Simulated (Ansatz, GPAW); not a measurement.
Given: the input of a run of Ansatz 0.2.0 on HfN. 

input.yaml

```yaml
crystal:
  lattice:
    - [0.0, 2.256, 2.256]
    - [2.256, 0.0, 2.256]
    - [2.256, 2.256, 0.0]
  atoms:
    - { symbol: Hf, position: [0.0, 0.0, 0.0] }
    - { symbol: "N", position: [0.5, 0.5, 0.5] }
kpoints:
  mp_grid: { grid: [10, 10, 10] }
scf:
  occupations: { method: gaussian, width: 0.05 }
hamiltonian:
  xc: pbe
  pseudopotentials: { kind: all_electron, lapw: { basis_error: 0.001 } }
output:
  forces: true
  stress: true
  eigenvalues: true
```

Potentials or basis: all-electron LAPW, scalar-relativistic.

Command:

```console
$ ansatz run input.yaml --threads 1 --pin off --max-ram 3072MiB --backend cpu --events-out ev --progress --plain --runs-dir out
```

Q: What does the same run look like in GPAW 26.7.0 (ASE script)? Potentials or basis there: GPAW PAW data sets (gpaw-data 1.2.1), cutoff 800 eV.

A: As run (cutoffs and basis follow the program's own potentials, and thresholds, step limits or extra output files can differ):

File run.py:

```python
from ase.dft.bandgap import bandgap
from ase.io import read, write
from ase.units import Bohr, GPa
from gpaw import GPAW, PW
from gpaw.elf import elf_from_dft_calculation

atoms = read('HfN.xyz')

calc = GPAW(mode=PW(800),
            xc='PBE',
            kpts={'size': (10, 10, 10), 'gamma': True},
            occupations={'name': 'methfessel-paxton', 'order': 0, 'width': 0.05},
            nbands=19,
            convergence={'density': 1e-05, 'energy': 1e-05},
            maxiter=150,
            txt='gpaw.txt')
atoms.calc = calc
energy = atoms.get_potential_energy()
forces = atoms.get_forces()
stress = atoms.get_stress()
calc.write('gs.gpw')
write('result.traj', atoms)
print(f'Energy: {energy:.6f} eV')
print('Forces (eV/A):')
print(forces.round(4))
print('Stress (GPa):', (stress / GPa).round(3))
print('Fermi level:', round(calc.get_fermi_level(), 4), 'eV')
print(f'Gap: {bandgap(calc)[0]:.4f} eV, direct: {bandgap(calc, direct=True)[0]:.4f} eV')

# fields on the real-space grid
write('density.cube', atoms, data=calc.get_pseudo_density() * Bohr**3)
write('potential.cube', atoms, data=calc.get_electrostatic_potential())
write('elf.cube', atoms, data=elf_from_dft_calculation(calc).data)
```

The input HfN.xyz:

```xyz
2
Lattice="0.0000000000 2.2560000000 2.2560000000 2.2560000000 0.0000000000 2.2560000000 2.2560000000 2.2560000000 0.0000000000" Properties=species:S:1:pos:R:3 pbc="T T T"
Hf     0.0000000000      0.0000000000      0.0000000000
N      2.2560000000      2.2560000000      2.2560000000
```

Potentials or basis: GPAW PAW data sets (gpaw-data 1.2.1), pw.

The run is started by

```sh
$ OMP_NUM_THREADS=1 python run.py
```

Both were run:

|  | Ansatz | GPAW |
| --- | --- | --- |
| Pressure | 6.7 GPa | 6.7 GPa |

Where Ansatz's input types no cutoff or centring, it takes its own default and a Γ-centred mesh.

Pressure is positive in compression.
